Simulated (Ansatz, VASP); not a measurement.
# Cross-check of In2Ni3S2 between VASP and Ansatz, part 2 of 2

One calculation is typed for both programs; each brings its own data sets and cutoff. How far apart do they land?

VASP 6.6.1 and Ansatz 0.2.0.

So far: Starting point; VASP: relaxation of cell and atoms, BLYP with D3(BJ).

### Step 3. Ansatz: relaxation of cell and atoms, BLYP with D3(BJ)

Level of this step: Ansatz beside VASP: Kohn-Sham DFT, plane waves, BLYP with D3(BJ) (Ansatz).

Ansatz runs on its default PAW (the set named soft_2) files.

The same cell, functional (in two slightly different forms), mesh and smearing now go to Ansatz, which takes its cutoff from its data sets.

input.yaml reads:

```yaml
crystal:
  lattice:
    - [2.6888421947, 1.5524037649, 4.4940345138]
    - [-2.6888421947, 1.5524037649, 4.4940345138]
    - [0.0, -3.1048075299, 4.4940345138]
  atoms:
    - { symbol: In, position: [0.5, 0.5, 0.5] }
    - { symbol: In, position: [0.0, 0.0, 0.0] }
    - { symbol: Ni, position: [0.5, 0.0, 0.0], spin: 1.0 }
    - { symbol: Ni, position: [0.0, 0.5, 0.0], spin: 1.0 }
    - { symbol: Ni, position: [0.0, 0.0, 0.5], spin: 1.0 }
    - { symbol: S, position: [0.72308081, 0.72308081, 0.72308081] }
    - { symbol: S, position: [0.27691919, 0.27691919, 0.27691919] }
hamiltonian:
  xc: blyp
  pseudopotentials: { kind: paw }
  dispersion: d3bj
magnetization:
  spin_polarized: true
kpoints:
  mp_grid: { grid: [6, 6, 6] }
scf:
  occupations: { method: fermi_dirac, width: 0.05 }
relax:
  f_tol: 0.01
  max_steps: 60
  cell: { stress_tol: 0.05 }
output:
  forces: true
  stress: true
```

Run with:

```bash
$ ansatz run input.yaml --threads 4 --pin off --max-ram 9216MiB --backend cpu --events-out ev --progress --plain --runs-dir out
```

Numbers of over 12 decimals in the logs are rounded to 6 here.

What it wrote:

```text
Engine: ansatz 0.2.0, aarch64-unknown-linux-gnu
Pseudopotentials: kind: paw
Pseudopotential: In, paw, valence charge 13, recommended cutoff 420 eV (normal), In.paw.azcp
Pseudopotential: Ni, paw, valence charge 18, recommended cutoff 420 eV (normal), Ni.paw.azcp
Pseudopotential: S, paw, valence charge 6, recommended cutoff 420 eV (normal), S.paw.azcp
Functional definition: BLYP
  parameter beta = 0.0042
  parameter a = 0.04918
  parameter b = 0.132
  parameter c = 0.2533
  parameter d = 0.349
  exchange = b88_x(beta = beta)
  correlation = lyp_c(a = a, b = b, c = c, d = d)
Crystal: 7 atoms, lattice volume = 112.553 Å³
Basis set: ecut = 420 eV, 2163 PW (Γ), exchange–correlation on 80×80×80 points (8 copies of the dense FFT grid, shifted against one another)
Bands: 57, of which v1, the nominal top of the filled ones, is band 46 counted from 1 (45 counted from 0)
Symmetry: 12 space group operations
Space group: R-3m (ITA 166), of the structure as read, at distance tolerance 4.8e-5 Å
Magnetic group: BNS 166.97 (UNI 1327), of the structure as read, at distance tolerance 4.8e-5 Å
k-points: 32 of 216
Non-local potential: In, projectors of the file, l = 0: 2, l = 1: 2, l = 2: 2, l = 3: 2
Non-local potential: Ni, projectors of the file, l = 0: 3, l = 1: 2, l = 2: 3, l = 3: 1
Non-local potential: S, projectors of the file, l = 0: 2, l = 1: 2, l = 2: 2
PAW form: soft (Blöchl's): semilocal exchange-correlation on the pseudo side does not see the compensation charge
PAW frozen core: In, regenerated for the run's functional, and the local potential with it (the file was generated under x = pbe(κ = 0.804, μ = 0.219515), c = pbe(β = 0.066725))
PAW frozen core: Ni, regenerated for the run's functional, and the local potential with it (the file was generated under x = pbe(κ = 0.804, μ = 0.219515), c = pbe(β = 0.066725))
PAW frozen core: S, regenerated for the run's functional, and the local potential with it (the file was generated under x = pbe(κ = 0.804, μ = 0.219515), c = pbe(β = 0.066725))
PAW one-centre angular grid: In, 590 points (default); XC on 64 Gauss nodes
PAW one-centre angular grid: Ni, 590 points (default); XC on 64 Gauss nodes
PAW one-centre angular grid: S, 110 points (default); XC on 64 Gauss nodes
Initial density: superposition of atomic densities (chi_scale 0.1, normalization cell, long waves kept (reshape's long-wave potential 0.01 eV rms))
Starting moments: Σ|m| = 3 μB on 3 of 7 sites
Initial wavefunctions: pseudopotential atomic-orbital guess
Functional: x = b88, c = lyp
SCF iter   1: F=—  HF=-30586.518825 eV  |F-HF|=—  |Δ(HF+E_count)|=         —  Δρ=8.45e-2 (↑2.90e-2 ↓8.45e-2)  dr2=1.49e1  dr2_m=9.78e-1  M=1.380 μB ∫|m|=1.804 μB  β_m=0.30  ethr=3.10e-3  ⟨swp⟩=6.4  Hψ=13884  notcnv=0  defer=31
Mixer restart at iter 1: flushing history
preconditioner: auto → Kerker (q_TF=auto, 2.638 Å⁻¹)  [metal: Δε(μ)=0.022 eV  Ē_g=11.077 eV  σ=0.050 eV  W_gap=0.11  n_scr=26 (ndim 8)  ℏωp=28.9 eV  f_vac=0.000  D(μ)=3.16/eV (n_scr^D=14)]
spin=Collinear: Kerker preconditioning applied to the charge; magnetization (m = ρ↑ − ρ↓) channel mixes plain (no charge-response kernel on spin).
SCF iter   2: F=—  HF=-30591.136229 eV  |F-HF|=—  |Δ(HF+E_count)|=    4.62e0  Δρ=4.55e-2 (↑1.96e-2 ↓4.55e-2)  dr2=5.24e0  dr2_m=6.47e-1  M=1.311 μB ∫|m|=1.700 μB  β_m=0.44  ethr=3.10e-3  ⟨swp⟩=3.0  Hψ=6452  notcnv=0  defer=159
SCF iter   3: F=—  HF=-30593.836057 eV  |F-HF|=—  |Δ(HF+E_count)|=    2.70e0  Δρ=5.08e-2 (↑1.02e-2 ↓5.08e-2)  dr2=5.59e0  dr2_m=5.95e-1  M=0.802 μB ∫|m|=1.175 μB  β_m=0.16  ethr=3.10e-3  ⟨swp⟩=2.1  Hψ=4725  notcnv=0  defer=163
SCF iter   4: F=—  HF=-30594.709644 eV  |F-HF|=—  |Δ(HF+E_count)|=   8.74e-1  Δρ=2.65e-2 (↑2.65e-2 ↓1.40e-2)  dr2=1.11e0  dr2_m=2.73e-1  M=0.669 μB ∫|m|=0.967 μB  β_m=0.54  ethr=3.10e-3  ⟨swp⟩=3.0  Hψ=5755  notcnv=0  defer=163
SCF iter   5: F=—  HF=-30594.229222 eV  |F-HF|=—  |Δ(HF+E_count)|=   4.80e-1  Δρ=8.49e-3 (↑8.49e-3 ↓4.52e-3)  dr2=1.17e-1  dr2_m=1.11e-2  M=0.172 μB ∫|m|=0.253 μB  β_m=0.74  ethr=1.21e-3  ⟨swp⟩=3.0  Hψ=6504  notcnv=0  defer=172
SCF iter   6: F=—  HF=-30594.301833 eV  |F-HF|=—  |Δ(HF+E_count)|=         —  Δρ=8.30e-3 (↑8.30e-3 ↓3.38e-3)  dr2=1.09e-1  dr2_m=7.62e-3  M=0.084 μB ∫|m|=0.125 μB  β_m=0.74  ethr=1.27e-4  ⟨swp⟩=2.0  Hψ=4337  notcnv=0  defer=172
Mixer restart at iter 6: flushing history
SCF iter   7: F=—  HF=-30594.343349 eV  |F-HF|=—  |Δ(HF+E_count)|=   4.15e-2  Δρ=1.05e-2 (↑7.11e-3 ↓1.05e-2)  dr2=1.96e-1  dr2_m=3.40e-3  M=0.050 μB ∫|m|=0.074 μB  β_m=0.41  ethr=1.19e-4  ⟨swp⟩=2.4  Hψ=7141  notcnv=0  defer=172
SCF iter   8: F=—  HF=-30594.295610 eV  |F-HF|=—  |Δ(HF+E_count)|=   4.77e-2  Δρ=3.09e-3 (↑1.01e-3 ↓3.09e-3)  dr2=6.15e-3  dr2_m=2.95e-3  M=0.051 μB ∫|m|=0.075 μB  β_m=0.77  ethr=1.19e-4  ⟨swp⟩=2.0  Hψ=5707  notcnv=0  defer=172
SCF iter   9: F=—  HF=-30594.294914 eV  |F-HF|=—  |Δ(HF+E_count)|=   6.96e-4  Δρ=1.72e-3 (↑1.13e-3 ↓1.72e-3)  dr2=6.92e-3  dr2_m=9.80e-5  M=0.012 μB ∫|m|=0.017 μB  β_m=0.87  ethr=6.68e-6  ⟨swp⟩=2.0  Hψ=5225  notcnv=0  defer=172
[...]
SCF iter  15: F=-30594.294035 eV  HF=-30594.294035 eV  |F-HF|=2.20e-9  |Δ(HF+E_count)|=  8.37e-11  Δρ=9.34e-7 (↑8.21e-7 ↓9.34e-7)  dr2=2.71e-9  dr2_m=4.82e-12  M=-0.000 μB ∫|m|=0.000 μB  ethr=5.36e-12  ⟨swp⟩=1.7  Hψ=9958  notcnv=0
WARN: the starting moments were not kept: the SCF closed with an absolute magnetisation of 8.8e-6 μB, where they sum to 3 μB in size (3 sites). That is at most 0.1 of that sum. Measured as dr2_m measures the in/out step, that magnetisation stands 3.8e-11 eV from none, at or under the dr2_threshold of 1.0e-7 eV: it is no larger than a step whose dr2_m would equal this threshold. The system may hold no moment; this SCF [...]
SCF 1 converged in 15 iterations: F = -30594.294035 eV  dr2 = 2.71e-9
  greatest PAW one-centre occupation: 1.001 electrons in one spin orbital (limit 2), on the Ni atom at site 3 (counted from 0), in its partial waves of l = 1
relax step   1: F+E_penalty+E_count = -30594.29403511 eV  Δ(F+E_penalty+E_count) = +0.000e0 eV  max|allowed force component| = 6.384e-1 eV/Å  Δτ_max = 0.0000 Å  P = +1.945 GPa  Ω = 112.553 Å³  (15 SCF iters, dr2 threshold 1.00e-7 eV, accepted)
[...]
relax step   2: F+E_penalty+E_count = -30594.32596683 eV  Δ(F+E_penalty+E_count) = -3.193e-2 eV  max|allowed force component| = 1.455e-1 eV/Å  Δτ_max = 0.0359 Å  P = +1.322 GPa  Ω = 112.170 Å³  energy of the carried Pulay correction = +1.075e-4 eV  (8 SCF iters, dr2 threshold 7.00e-7 eV, accepted)
[...]
relax step   3: F+E_penalty+E_count = -30594.33154062 eV  Δ(F+E_penalty+E_count) = -5.574e-3 eV  max|allowed force component| = 3.742e-2 eV/Å  Δτ_max = 0.0037 Å  P = +0.035 GPa  Ω = 113.810 Å³  energy of the carried Pulay correction = -3.498e-4 eV  (9 SCF iters, dr2 threshold 7.00e-7 eV, accepted)
[...]
relax step   4: F+E_penalty+E_count = -30594.33164856 eV  Δ(F+E_penalty+E_count) = -1.079e-4 eV  max|allowed force component| = 1.106e-2 eV/Å  Δτ_max = 0.0019 Å  P = +0.014 GPa  Ω = 113.755 Å³  energy of the carried Pulay correction = -3.347e-4 eV  (7 SCF iters, dr2 threshold 8.75e-8 eV, accepted)
[...]
relax step   5: F+E_penalty+E_count = -30594.33167240 eV  Δ(F+E_penalty+E_count) = -2.384e-5 eV  max|allowed force component| = 1.946e-3 eV/Å  Δτ_max = 0.0008 Å  P = -0.004 GPa  Ω = 113.731 Å³  energy of the carried Pulay correction = -3.279e-4 eV  (7 SCF iters, dr2 threshold 8.16e-9 eV, accepted)
[...]
relax step   6: F+E_penalty+E_count = -30594.33204957 eV  Δ(F+E_penalty+E_count) = -3.772e-4 eV  max|allowed force component| = 1.956e-3 eV/Å  Δτ_max = 0.0000 Å  P = -0.003 GPa  Ω = 113.731 Å³  stress off target by 9.76e-3 GPa  SCF on the basis re-selected at this cell (its energy is not comparable with the rows above)  (10 SCF iters)
basis re-selected at this cell: Δ(F+E_penalty+E_count) = -3.772e-4 eV, ΔP = +0.001 GPa vs the last step (what re-selecting the basis moved, of the pressure what is left beyond the Pulay correction that the steps carried, after the strain that the cell walked since its last selection, with what the two solves' SCF thresholds leave and, on support functions, any second-order correction that the steps lacked; it is no m [...]
SCF converged after 10 iterations
Magnetization: 0.0000 μB (46.0000 up, 46.0000 down)
Absolute magnetization: 0.0000 μB (∫|ρ↑−ρ↓|, with the PAW one-centre terms)
Spin contamination: 0.0000 ħ² per cell (⟨S²⟩ above its minimum at these occupations)
Per-site moments (μB) at R_I (Å): [(1.0819601940386945e-9, 1.122359), (-1.4092057033675941e-10, 1.120946), (1.3043092594174507e-8, 0.896337), (1.3043092406565982e-8, 0.896337), (1.3043092362558354e-8, 0.896337), (2.0670967419709662e-9, 0.896337), (2.0670967328513513e-9, 0.896337)]
Free energy (F): -30594.332050 eV
Harris-Foulkes:  -30594.332050 eV  (|F-HF|=7.28e-12)
Internal energy: -30594.299534 eV  (E = F + TS)
E sigma→0 (E₀):  -30594.315792 eV
Entropy (-TS):   -0.032516 eV (-4.645 meV/atom)
Fermi energy:    13.019816 eV
--- Per-component energies (eV) ---
  E_band       = -1044.239425
  E_kinetic    = 1562.756655
  E_local      = -16731.468240  (includes V_loc(G=0)·N_el)
  E_nonlocal   = 2693.575425
  E_hartree    = 7162.090881
  E_xc         = -871.413439
  E_vxc        = -691.111595  (∫ρ·V_xc dr)
  E_paw        = -14488.853290  (= ΣΔE_a)
  E_vpaw       = -2202.175195  (= ΣTr[D̂ρ^β])
  E_aug_tail   = 0.001358  (compensation charges beyond the density's cutoff)
  E_ewald      = -9914.354469
  E_disp       = -6.303221  (pairwise vdW)
  E_core_change = -0.331194  (= ΣΔE_core)
  E_smearing   = -0.032516  (= −TS)
  E_closure    = 0.000000  (closes the sum)
  Σ components = -30594.332050   (vs F -30594.332050, Δ=0.00e0)
--- Forces (eV/Å), atoms counted from 1 ---
  atom   1  In    -0.00000000     0.00000000    -0.00000000
  atom   2  In    -0.00000000    -0.00000000     0.00000000
  atom   3  Ni     0.00000000     0.00000000    -0.00000000
  atom   4  Ni    -0.00000000     0.00000000     0.00000000
  atom   5  Ni     0.00000000     0.00000000     0.00000000
  atom   6  S      0.00000000    -0.00000000     0.00195601
  atom   7  S      0.00000000     0.00000000    -0.00195601
  max |Σ_I F_I| component: 4.63e-18 eV/Å
--- Stress (GPa, compression-positive) ---
        0.000954      -0.000000       0.000000
       -0.000000       0.000954       0.000000
        0.000000       0.000000      -0.009760
  P = ⅓ Tr σ = -0.0026 GPa (-0.026 kbar)
--- Relaxed structure (5 steps of the walk, 5 accepted, 1 SCFs on fresh bases) ---
  F+E_penalty+E_count = -30594.33204957 eV   max|allowed force component| = 1.956e-3 eV/Å   (the final SCF, on the basis selected at the relaxed cell)
  cell:  # Å, volume = 113.7307 Å³
    - [2.720871, 1.570895, 4.434771]
    - [-2.720871, 1.570895, 4.434771]
    - [0, -3.141791, 4.434771]
  atoms:
    - { symbol: In, position: [0.5, 0.5, 0.500000] }
    - { symbol: In, position: [0, 0, 0] }
    - { symbol: Ni, position: [0.5, -5.551115123125783e-17, -2.7755575615628914e-17] }
    - { symbol: Ni, position: [-5.551115123125783e-17, 0.5, -2.7755575615628914e-17] }
    - { symbol: Ni, position: [-2.7755575615628914e-17, -2.7755575615628914e-17, 0.5] }
    - { symbol: S, position: [0.720489, 0.720489, 0.720489] }
    - { symbol: S, position: [0.279511, 0.279511, 0.279511] }
```

The job ended after 52 s (4 threads of Arm Neoverse V1, shared host; peak memory 0.73 GiB; 3.4 min of CPU time).

### Step 4. Side by side

Known differences besides the potentials themselves: both relaxations stop at a tolerance, which leaves soft axes loose, and VASP keeps its plane-wave basis; the data sets hold 92 valence electrons in Ansatz (default PAW (the set named soft_2) files) and 68 in VASP; the cutoff is 420 eV in Ansatz and 520 eV in VASP; Ansatz makes its cores anew for this functional, VASP keeps those of its PBE data sets; VASP's log shows a relativistic correction to its local exchange, Ansatz's none; Ansatz adds a Pulay correction to the stress that steers its cell, VASP none. Total energies have different zeros and are not compared.

Compared:

```csv
quantity,Ansatz,VASP,difference
volume (Å³),113.73,113.71,+0.01 %
"edge a after relaxation, in the typed setting (Å)",5.435,5.437,-0.03 %
```

The walks stopped with 0.00 GPa left in Ansatz and 0.02 GPa in VASP; each walk ends within a tolerance, so the volume difference is uncertain by about these residues over the bulk modulus, most in soft cells.

### Step 5. Outcome

```yaml
difference_in_edge_a_after_relaxation_in_the_typed_setting_relaxation_of_cell_and_atoms_blyp_with_d3_bj: -0.035 %
```

What this shows: The difference in edge a after relaxation, in the typed setting is -0.035 % (relaxation of cell and atoms, BLYP with D3(BJ)), within the 1.2 % picked in this series as the mark of a large difference, as far as the stopping tolerances let one tell. How closely two codes agree says nothing of how well the functional describes the real material.

[Lines on the potential files, build, host, timing and source positions are cut from VASP's logs without a mark.]

[Logs are printed without paths, hosts, clocks, repeated set-up lines and the standing remarks that a program may print on its own settings, such as how far it seeks lower states.]

[Hosts, paths, dates, database ids (printed as entryN), source tags and the programs' standing remarks are cut or masked in the printed files.]
